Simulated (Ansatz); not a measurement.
# Be: the cost of one run

Program: Ansatz 0.2.0. Level of theory: DFT PBE, scalar-relativistic, plane waves, PAW. These are calculated values, not measurements.

This is Be in the fcc structure; at room conditions it is hcp.

1 further run of the same task is left out (it didn't finish).

### Step 1. The structure to begin with

It takes space group Fm-3m (No. 225, cubic). The conventional cell has a = 3.157 Å, b = 3.157 Å, c = 3.157 Å, α = 90.00°, β = 90.00°, γ = 90.00°. Around Be (site symmetry m-3m) lie 12 Be at 2.23 Å.

Coordinates:

```
CELL_PARAMETERS angstrom
0.00000 1.57841 1.57841
1.57841 0.00000 1.57841
1.57841 1.57841 0.00000
ATOMIC_POSITIONS crystal
Be 0.00000 0.00000 0.00000
```

It is the end of an earlier relaxation with the same method, from a database cell with other species swapped in; it is a trial structure. At a tolerance of 0.05 Å it has space group Fm-3m (No. 225); it has 7.86 Å³/atom, an uncorrected energy of +0.08 eV/atom over the standard state.

### Step 2. Static run: bands, density of states and charges

input.yaml

```yaml
crystal:
  lattice:
    - [0.0, 1.5784114729, 1.5784114729]
    - [1.5784114729, 0.0, 1.5784114729]
    - [1.5784114729, 1.5784114729, 0.0]
  atoms:
    - { symbol: Be, position: [0.0, 0.0, 0.0] }
basis:
  ecutwfc: 420
kpoints:
  mp_grid: { grid: [30, 30, 30] }
  band_path:
    path:
      - [[0.0, 0.0, 0.0], [0.5, 0.0, 0.5], [0.625, 0.25, 0.625]]
      - [[0.375, 0.375, 0.75], [0.0, 0.0, 0.0], [0.5, 0.5, 0.5], [0.5, 0.25, 0.75], [0.5, 0.0, 0.5]]
    npoints: 14
hamiltonian:
  xc: pbe
scf:
  occupations: { method: gaussian, width: 0.1 }
  n_extra_bands: 6
output:
  forces: true
  stress: true
  eigenvalues: true
  populations: true
  dos: { projected: true, de: 0.02, nscf_kmesh: { grid: [36, 36, 36] } }
  bader: true
```

Launch:

```console
$ ansatz run input.yaml --threads 1 --pin off --max-ram 2560MiB --backend cpu --events-out ev --progress --plain --runs-dir out
```

What time and memory should one allow on 1 thread of Arm Neoverse V1, shared host?

About 13 s, with a peak of 0.31 GiB.
